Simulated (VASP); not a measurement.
Input of a VASP 6.6.1 run:

The input INCAR:

```
  PREC = Accurate
  ENCUT = 520
  EDIFF = 1E-6
  ISMEAR = 0
  SIGMA = 0.05
  LREAL = Auto
  LASPH = T
  NELM = 100
  ALGO = Fast
  ISIF = 2
  LWAVE = F
  LCHARG = F
  LDIPOL = T
  IDIPOL = 3
  DIPOL = 0.5 0.5 0.513
  GGA = PE
  IVDW = 12
  NBANDS = 83
```

KPOINTS

```
Automatic mesh
0
Gamma
  3 3 1
```

File POSCAR:

```
Si12H6C
1.0
    7.6805938572      0.0000000000      0.0000000000
    0.0000000000      7.6805938572      0.0000000000
    0.0000000000      0.0000000000     22.8087500000
Si H C
24 12 2
Direct
    0.0989506820      0.0000000000      0.6711788239
    0.0989506820      0.5000000000      0.6404888475
    0.4010493180      0.0000000000      0.6404888475
    0.4010493180      0.5000000000      0.6711788239
    0.0000000000      0.2500000000      0.6072669480
    0.0000000000      0.7500000000      0.6072669480
    0.5000000000      0.2500000000      0.6072669480
    0.5000000000      0.7500000000      0.6072669480
    0.2500000000      0.2500000000      0.5477393544
    0.2500000000      0.7500000000      0.5477393544
    0.7500000000      0.2500000000      0.5477393544
    0.7500000000      0.7500000000      0.5477393544
    0.2500000000      0.0000000000      0.4882117608
    0.2500000000      0.5000000000      0.4882117608
    0.7500000000      0.0000000000      0.4882117608
    0.7500000000      0.5000000000      0.4882117608
    0.0000000000      0.0000000000      0.4286841673
    0.0000000000      0.5000000000      0.4286841673
    0.5000000000      0.0000000000      0.4286841673
    0.5000000000      0.5000000000      0.4286841673
    0.0000000000      0.2500000000      0.3691565737
    0.0000000000      0.7500000000      0.3691565737
    0.5000000000      0.2500000000      0.3691565737
    0.5000000000      0.7500000000      0.3691565737
   -0.1510299882      0.2500000000      0.3288211761
    0.1510299882      0.2500000000      0.3288211761
   -0.1510299882      0.7500000000      0.3288211761
    0.1510299882      0.7500000000      0.3288211761
    0.3489700118      0.2500000000      0.3288211761
    0.6510299882      0.2500000000      0.3288211761
    0.3489700118      0.7500000000      0.3288211761
    0.6510299882      0.7500000000      0.3288211761
    0.2643411390      0.1197824045      0.7654408944
    0.2643411390     -0.1197824045      0.7654408944
    0.5703070635      0.1197824045      0.7303666356
    0.5703070635     -0.1197824045      0.7303666356
    0.3333462199      0.0000000000      0.7544801885
    0.4947920694      0.0000000000      0.7325587768
```

Potentials or basis: VASP PAW PBE potentials, release 64 (Si, H, C).

Command:

```bash
$ cat potpaw_PBE.64/Si/POTCAR potpaw_PBE.64/H/POTCAR potpaw_PBE.64/C/POTCAR > POTCAR
$ mpirun -np 1 vasp_std > vasp.out
```

**Question.** Predict the dispersion energy per atom.

**Answer.** -0.176 eV.

**Question.** Predict the band gap on the k mesh.

**Answer.** 0.40 eV, indirect (least direct gap 0.65 eV).

**Question.** What does it give for the largest force?

**Answer.** 2.904 eV/Å.

Forces on the atoms (eV/Å):
```
Si  -0.501  0.000 -1.120
Si   1.366  0.000  0.584
Si  -0.715  0.000  1.466
Si   0.328  0.000 -0.431
Si  -0.107 -1.687  0.209
Si  -0.107  1.687  0.209
Si  -0.239  1.961 -0.264
Si  -0.239 -1.961 -0.264
Si   0.201  0.074 -0.660
Si   0.201 -0.074 -0.660
Si  -0.039  0.027  0.206
Si  -0.039 -0.027  0.206
Si  -0.309  0.000 -0.179
Si   0.082  0.000 -0.078
Si   0.005  0.000  0.013
Si   0.009  0.000 -0.010
Si   0.116  0.000 -0.162
Si   0.088  0.000 -0.113
Si  -0.080  0.000 -0.111
Si  -0.092  0.000 -0.131
Si  -0.112 -0.021  0.142
Si  -0.112  0.021  0.142
Si   0.077  0.020  0.146
Si   0.077 -0.020  0.146
H    0.113  0.017 -0.003
H   -0.101  0.000  0.035
H    0.113 -0.017 -0.003
H   -0.101  0.000  0.035
H    0.101 -0.003  0.034
H   -0.105 -0.015  0.009
H    0.101  0.003  0.034
H   -0.105  0.015  0.009
H    0.133  0.040  0.219
H    0.133 -0.040  0.219
H    0.034  0.125  0.150
H    0.034 -0.125  0.150
C   -2.683  0.000  1.109
C    2.477  0.000 -1.280
```

Expect the measured gap to be larger: semilocal functionals such as PBE lack the derivative discontinuity.
